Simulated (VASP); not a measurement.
Data:

```
CELL_PARAMETERS angstrom
      0.00000     3.08412     3.08412
      3.08412     0.00000     3.08412
      3.08412     3.08412     0.00000
ATOMIC_POSITIONS crystal
  Al 0.00000 0.00000 0.00000
  Sb 0.25000 0.25000 0.25000
```

All values below come from PBEsol GGA, VASP's PBE PAW potentials (set 64) (plane waves; VASP). Numerical set-up: 500 eV cut-off, 8×8×8 Γ-centred mesh, Gaussian smearing of 0.050 eV, potentials Al Sb.

Energy and stress use the plane-wave basis of the starting cell.

**Question.** The ions, cell shape and volume at an external pressure of 5.0 GPa are relaxed. Predict the relaxed structure.

**Answer.** 
```
CELL_PARAMETERS angstrom
      0.00000     3.00550     3.00550
      3.00550     0.00000     3.00550
      3.00550     3.00550     0.00000
ATOMIC_POSITIONS crystal
  Al 0.00000 0.00000 0.00000
  Sb 0.25000 0.25000 0.25000
```
Space group F-43m (216), at a tolerance of 0.03 Å.

**Question.** How do energy and volume change from the first to the last step?

**Answer.** The energy (σ→0) changes by +31.7 meV/atom and the volume by -7.5 %, in 3 ionic steps.

The structure was generated: AlSb was put into the zinc blende type (F-43m), which need not be its known phase. This run relaxes it under an external pressure of 5 GPa. Symmetry was kept, so distortions that lower it aren't found.
